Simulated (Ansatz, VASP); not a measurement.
# MgI2: VASP beside Ansatz

```
Mg I
1.0
     4.20612    0.00000    0.00000
    -2.10306    3.64261    0.00000
     0.00000    0.00000    7.86437
Mg I
1 2
Direct
  0.00000 0.00000 0.00000
  0.33333 0.66667 0.78717
  0.66667 0.33333 0.21283
```

Alike in both runs: functional PBE; k mesh 10 × 10 × 4; occupations gaussian, width 0.05 eV; no spin polarisation.

Ansatz relaxed the structure, and its values are those at the end. VASP's run is a single point on that final structure, the one shown.

|  | VASP | Ansatz |
| --- | --- | --- |
| version | VASP 6.6.1 | Ansatz 0.2.0 |
| potentials or method | VASP PAW PBE potentials, release 64 (Mg, I) | scalar-relativistic, plane waves, PAW |
| plane-wave cutoff (eV) | 520 | 420 |
| valence electrons in the cell | 16 | 44 |

Ansatz gave:

```
gap on the k mesh at the Fermi level (eV) : 3.63
least direct gap on the mesh (eV)         : 3.73
pressure (GPa)                            : 0.0
rms of the force components (eV/Å)        : 0.001
```

**Question.** Estimate VASP's values.

**Answer.** gap on the k mesh at the Fermi level (eV): 3.61; least direct gap on the mesh (eV): 3.71; pressure (GPa): 0.0; rms of the force components (eV/Å): 0.005.

The two sets of potentials don't hold the same shells in valence.

Caveats: spin-orbit coupling is left out, which moves the levels of the heavy elements; this functional lacks dispersion, which binds the layers, so the pressure and a relaxed spacing across them are unreliable. A k mesh can miss the band edges.
